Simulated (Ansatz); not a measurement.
**zincblende-structured SrO**

Method: PBEsol, scalar-relativistic; no spin polarisation; PAW, 420 eV, 10×10×10 k-mesh, Gaussian smearing of 0.05 eV; code Ansatz; PAW files: Ansatz's generated set soft_2.

```
CELL_PARAMETERS angstrom
0.00000 2.76933 2.76933
2.76933 0.00000 2.76933
2.76933 2.76933 0.00000
ATOMIC_POSITIONS crystal
Sr 0.00000 0.00000 0.00000
O 0.25000 0.25000 0.25000
```

This is a trial structure; measured cells of the compound in the Crystallography Open Database are in space group Fm-3m (rock salt).

The cell above was scaled in volume, its shape and atoms being fixed by the lattice's symmetry. Energies are counted from the cell above.

Cell and atoms are those of this level's equilibrium.

```csv
V (Å³/atom),ΔE (meV/atom),P from the stress (GPa)
20.389,7.48,2.92
20.814,1.82,1.38
21.238,0.00,-0.01
21.663,1.70,-1.26
22.088,6.56,-2.39
```

Problem. Do the energies and the pressures agree? Compare −ΔE/ΔV between neighbouring points (1 meV/Å³ = 0.1602 GPa) with the mean of their pressures.

Solution. 
| interval (Å³/atom) | −ΔE/ΔV (GPa) | mean P (GPa) |
| --- | --- | --- |
| 20.39 to 20.81 | 2.1 | 2.2 |
| 20.81 to 21.24 | 0.7 | 0.7 |
| 21.24 to 21.66 | -0.6 | -0.6 |
| 21.66 to 22.09 | -1.8 | -1.8 |
They differ by 0.02 GPa at most.

Problem. What do the two routes give for V0, B0 and B0′?

Solution. A third-order Birch–Murnaghan fit of the energies: V0 = 21.24 Å³/atom, B0 = 66 GPa, B0′ = 3.9. A polynomial of P in ln V, with B = −dP/d ln V at P = 0: V0 = 21.24 Å³/atom, B0 = 66 GPa, B0′ = 4.1.

B0·V0 = 65.9 GPa × 21.24 Å³ = 8.74 eV/atom sets the scale: near the minimum ΔE ≈ ½ B0 V0 x², with x = V/V0 − 1, and a pressure of 0.7 GPa squeezes the volume by about 1 %. At the ends of the curve: x = −4.0 % predicts 7.0 meV/atom and the run gives 7.5; x = +4.0 % predicts 7.0 meV/atom and the run gives 6.6. The lopsidedness is anharmonic: atoms resist being pushed together more than being pulled apart.

